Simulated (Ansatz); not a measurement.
# fcc Co(111) / fcc Pd(111) interface: specific resistance, part 2 of 2

How much resistance does one fcc Co(111) / fcc Pd(111) interface add to a current across the layers?

Ansatz 0.2.0; Ansatz plane-wave DFT, PBE, PAW files, collinear spin; ballistic transport by layer matching (Landauer), zero bias; PAW set soft_1 (the session's first sound run).

So far. Step 8 (Transmission: r2SCAN, cutoff 500 eV): Nearest the Fermi level spin up passes 0.417 of 0.843 channels of the lower lead and spin down 0.319 of 1.35. Step 9 (Resistance: r2SCAN): 2AR*, the mean of the two spins' resistances, is 2.58 fΩ m² here, against 2.00 in the first run; 38.0 % of the two leads' mean channel count pass, 41.9 % before.

**10. Transmission: PBE on the lower metal's lattice, k-mesh 17×17×1, in plane spacing 2.505 Å**

The common lattice is now the lower metal's own, which puts all the misfit on the upper one. To save time only the energies from -0.06 to 0.06 eV are solved. The mesh is 56×56 and the cutoff, the files' own for this level, 420 eV.

This step: Ansatz plane-wave DFT, PBE, PAW files, collinear spin; ballistic transport by layer matching (Landauer), zero bias; PAW set soft_1 (Ansatz 0.2.0).

The cell differs from the one that the last finished run ended in (a 2.628 → 2.505 Å, b 2.628 → 2.505 Å, c 38.873 → 42.776 Å).

The input, input.yaml:

```yaml
crystal:
  lattice:
    - [2.5049914672, 0.0, 0.0]
    - [-1.2524957336, 2.1693862468, 0.0]
    - [0.0, 0.0, 42.7759264796]
  atoms:
    - { symbol: Co, position: [0.0, 0.0, 0.0233776351], spin: 2.0 }
    - { symbol: Co, position: [0.3333333333, 0.6666666667, 0.0711923088], spin: 2.0 }
    - { symbol: Co, position: [0.6666666667, 0.3333333333, 0.1190069826], spin: 2.0 }
    - { symbol: Co, position: [0.0, 0.0, 0.1668216563], spin: 2.0 }
    - { symbol: Co, position: [0.3333333333, 0.6666666667, 0.21463633], spin: 2.0 }
    - { symbol: Co, position: [0.6666666667, 0.3333333333, 0.2624510037], spin: 2.0 }
    - { symbol: Co, position: [0.0, 0.0, 0.3102656775], spin: 2.0 }
    - { symbol: Co, position: [0.3333333333, 0.6666666667, 0.3580803512], spin: 2.0 }
    - { symbol: Co, position: [0.6666666667, 0.3333333333, 0.4058950249], spin: 2.0 }
    - { symbol: Pd, position: [0.0, 0.0, 0.4614505805] }
    - { symbol: Pd, position: [0.3333333333, 0.6666666667, 0.5247470179] }
    - { symbol: Pd, position: [0.6666666667, 0.3333333333, 0.5880434553] }
    - { symbol: Pd, position: [0.0, 0.0, 0.6513398926] }
    - { symbol: Pd, position: [0.3333333333, 0.6666666667, 0.71463633] }
    - { symbol: Pd, position: [0.6666666667, 0.3333333333, 0.7779327674] }
    - { symbol: Pd, position: [0.0, 0.0, 0.8412292048] }
    - { symbol: Pd, position: [0.3333333333, 0.6666666667, 0.9045256422] }
    - { symbol: Pd, position: [0.6666666667, 0.3333333333, 0.9678220795] }
magnetization:
  spin_polarized: true
kpoints:
  mp_grid: { grid: [17, 17, 1] }
hamiltonian:
  xc: pbe
  pseudopotentials: { kind: paw, azcp: { folder: soft_1 } }
scf:
  occupations: { method: fermi_dirac, width: 0.1 }
output:
  transmission:
    leads: [[3, 4], [12, 13]]
    kmesh: [56, 56]
    e_range: [-0.06, 0.06]
    de: 0.04
  write_potential: true
  write_density: true
  volumetric_format: npy
```

Started as:

```sh
$ ansatz run input.yaml --threads 4 --pin off --max-ram 15360MiB --backend cpu --events-out ev --progress --plain --runs-dir out
```

Wall time 3 min (4 threads of Arm Neoverse V2, shared host); peak memory 2.6 GiB; 12 min of CPU time.

Numbers from this step:

```yaml
free_energy: -108887.2085 eV
energy_at_zero_smearing: -108886.8723 eV
fermi_energy: 19.16 eV
magnetization: 15.58 μB
absolute_magnetization: 16.97 μB
cell_area: 5.434 Å²
step_of_the_lead_s_potential: 2.3 meV
step_of_the_upper_lead_s_potential: 1 meV
```

Per spin. The transmission, zone mean by energy, zero at the Fermi level:

```tsv
energy (eV)	T up	T down
-0.0600	0.394	0.356
-0.0200	0.392	0.374
0.0200	0.392	0.372
0.0600	0.392	0.374
```

Nearest the Fermi level spin up passes 0.392 of 0.646 channels of the lower lead and spin down 0.374 of 1.52.

**11. Resistance: PBE on the lower metal's lattice**

This step: Ansatz plane-wave DFT, PBE, PAW files, collinear spin; ballistic transport by layer matching (Landauer), zero bias; specific resistance of one interface, 1/T less the mean of the leads' 1/N; PAW set soft_1 (Ansatz 0.2.0).

This step gave:

```yaml
area_resistance: 0.9176 fΩ m²
t_over_the_leads_mean_channel_count: 0.4239
spin_asymmetry_gamma: 0.2184 (R down - R up) / (R down + R up)
twice_the_interface_resistance_2ar_or_2ar_star_for_magnets: 1.927 fΩ m²
```

2AR*, the mean of the two spins' resistances, is 1.93 fΩ m² here, against 2.00 in the first run; 42.4 % of the two leads' mean channel count pass, 41.9 % before.

**12. Transmission: PBE on the upper metal's lattice, in plane spacing 2.7505 Å, lattice of Pd**

And the upper metal's lattice, which puts it on the lower one. To save time only the energies from -0.06 to 0.06 eV are solved. The mesh is 52×52 and the cutoff, the files' own for this level, 420 eV.

This step: Ansatz plane-wave DFT, PBE, PAW files, collinear spin; ballistic transport by layer matching (Landauer), zero bias; PAW set soft_1 (Ansatz 0.2.0).

The cell differs from the one that the last finished run ended in (a 2.505 → 2.751 Å, b 2.505 → 2.751 Å, c 42.776 → 35.480 Å).

The input, input.yaml:

```yaml
crystal:
  lattice:
    - [2.7505039575, 0.0, 0.0]
    - [-1.3752519787, 2.3820063004, 0.0]
    - [0.0, 0.0, 35.4803077403]
  atoms:
    - { symbol: Co, position: [0.0, 0.0, 0.0281846484], spin: 2.0 }
    - { symbol: Co, position: [0.3333333333, 0.6666666667, 0.0759993222], spin: 2.0 }
    - { symbol: Co, position: [0.6666666667, 0.3333333333, 0.1238139959], spin: 2.0 }
    - { symbol: Co, position: [0.0, 0.0, 0.1716286696], spin: 2.0 }
    - { symbol: Co, position: [0.3333333333, 0.6666666667, 0.2194433434], spin: 2.0 }
    - { symbol: Co, position: [0.6666666667, 0.3333333333, 0.2672580171], spin: 2.0 }
    - { symbol: Co, position: [0.0, 0.0, 0.3150726908], spin: 2.0 }
    - { symbol: Co, position: [0.3333333333, 0.6666666667, 0.3628873646], spin: 2.0 }
    - { symbol: Co, position: [0.6666666667, 0.3333333333, 0.4107020383], spin: 2.0 }
    - { symbol: Pd, position: [0.0, 0.0, 0.4662575938] }
    - { symbol: Pd, position: [0.3333333333, 0.6666666667, 0.5295540312] }
    - { symbol: Pd, position: [0.6666666667, 0.3333333333, 0.5928504686] }
    - { symbol: Pd, position: [0.0, 0.0, 0.656146906] }
    - { symbol: Pd, position: [0.3333333333, 0.6666666667, 0.7194433434] }
    - { symbol: Pd, position: [0.6666666667, 0.3333333333, 0.7827397807] }
    - { symbol: Pd, position: [0.0, 0.0, 0.8460362181] }
    - { symbol: Pd, position: [0.3333333333, 0.6666666667, 0.9093326555] }
    - { symbol: Pd, position: [0.6666666667, 0.3333333333, 0.9726290929] }
magnetization:
  spin_polarized: true
kpoints:
  mp_grid: { grid: [16, 16, 1] }
hamiltonian:
  xc: pbe
  pseudopotentials: { kind: paw, azcp: { folder: soft_1 } }
scf:
  occupations: { method: fermi_dirac, width: 0.1 }
output:
  transmission:
    leads: [[3, 4], [12, 13]]
    kmesh: [52, 52]
    e_range: [-0.06, 0.06]
    de: 0.04
  write_potential: true
  write_density: true
  volumetric_format: npy
```

Run time: 3.7 min. Hardware: 4 threads; peak memory 2.5 GiB; 14 min of CPU time.

Numbers from this step:

```
free energy                        : -108888.7019 eV
energy at zero smearing            : -108888.2538 eV
Fermi energy                       : 19.23 eV
magnetization                      : 16.98 μB
absolute magnetization             : 18.07 μB
cell area                          : 6.552 Å²
step of the lead's potential       : 5.3 meV
step of the upper lead's potential : 4.4 meV
```

Per spin. Table of transmission, zone mean by energy, zero at the Fermi level:

```tsv
energy (eV)	T up	T down
-0.0600	0.504	0.783
-0.0200	0.489	0.739
0.0200	0.477	0.699
0.0600	0.472	0.661
```

Nearest the Fermi level spin up passes 0.489 of 0.851 channels of the lower lead and spin down 0.739 of 2.49.

**13. Resistance: PBE on the upper metal's lattice**

This step: Ansatz plane-wave DFT, PBE, PAW files, collinear spin; ballistic transport by layer matching (Landauer), zero bias; specific resistance of one interface, 1/T less the mean of the leads' 1/N; PAW set soft_1 (Ansatz 0.2.0).

Numbers from this step:

- area resistance: 0.7946 fΩ m²
- T over the leads' mean channel count: 0.3990
- spin asymmetry γ: -0.1381 (R down - R up) / (R down + R up)
- twice the interface resistance (2AR, or 2AR* for magnets): 1.620 fΩ m²

2AR*, the mean of the two spins' resistances, is 1.62 fΩ m² here, against 2.00 in the first run; 39.9 % of the two leads' mean channel count pass, 41.9 % before.

**14. Summary of results**

```json
{"2AR*, PBE": "2.00 fΩ m²", "spin asymmetry γ, PBE": "0.190", "2AR*, LDA": "1.87 fΩ m²", "spin asymmetry γ, LDA": "0.172", "2AR*, r2SCAN": "2.58 fΩ m²", "spin asymmetry γ, r2SCAN": "0.266", "2AR*, PBE on the lower metal's lattice": "1.93 fΩ m²", "spin asymmetry γ, PBE on the lower metal's lattice": "0.218", "2AR*, PBE on the upper metal's lattice": "1.62 fΩ m²", "spin asymmetry γ, PBE on the upper metal's lattice": "-0.138"}
```

In words: One interface gives 2AR* = 2.00 fΩ m² (PBE). The functionals span 1.87 to 2.58 fΩ m². A mesh a third as fine gives 2.08 against 2.00 fΩ m². The misfit of 9.3 % is shared out in plane at constant volume, which leaves both metals far from their own cubic or hexagonal shape; the values belong to these strained forms. With a misfit of 9.3 %, the choice of the common lattice gives 1.93 on the lower metal's and 1.62 fΩ m² on the upper one's. The formula assumes diffuse scattering between interfaces; layers sit on ideal sites at each metal's own atomic volume. One magnetic start was tried, and the two spins conduct in parallel without mixing.

[Logs are printed without paths, hosts, clocks, repeated set-up lines and the standing remarks that a program may print on its own settings, such as how far it seeks lower states.]

[Hosts, paths, dates, database ids (printed as entryN), source tags and the programs' standing remarks are cut or masked in the printed files.]
